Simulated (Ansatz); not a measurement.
## Two-dimensional strain map in NaH

These are results of DFT PBE, scalar-relativistic, plane waves, PAW in Ansatz 0.2.0, not measurements. The runs took a 420 eV cutoff, a Γ-centred 8×8×8 mesh and Gaussian smearing (0.05 eV). No spin polarisation. Energies are free energies at this smearing, counted from the undisturbed cell; pressure is positive in compression.

The starting cell (as given, not relaxed at this level; it stands at -0.7 GPa):

```
CELL_PARAMETERS angstrom
0.00000 2.44000 2.44000
2.44000 0.00000 2.44000
2.44000 2.44000 0.00000
ATOMIC_POSITIONS crystal
Na 0.00000 0.00000 0.00000
H 0.50000 0.50000 0.50000
```

The cell is strained by p along both x and y and by q along z, fractional coordinates fixed. Points are written (p, q).

p was sampled at -0.050, -0.025, 0.000, 0.025, 0.050 and q at -0.050, -0.025, 0.000, 0.025, 0.050.

**Question.** Where on the computed points is the energy highest, and how high?

**Answer.** At (0.050, 0.050): 27.8 meV/atom.

**Question.** Away from (0, 0), which computed point is lowest?

**Answer.** (0.000, -0.025): -0.3 meV/atom.

The map, in meV/atom:

```csv
p \ q,-0.050,-0.025,0.000,0.025,0.050
-0.050,16.0,10.4,7.8,7.5,9.1
-0.025,5.5,1.3,0.2,1.3,4.2
0.000,2.3,-0.3,0.0,2.5,6.6
0.025,4.9,3.9,5.6,9.5,14.9
0.050,12.1,12.6,15.8,21.0,27.8
```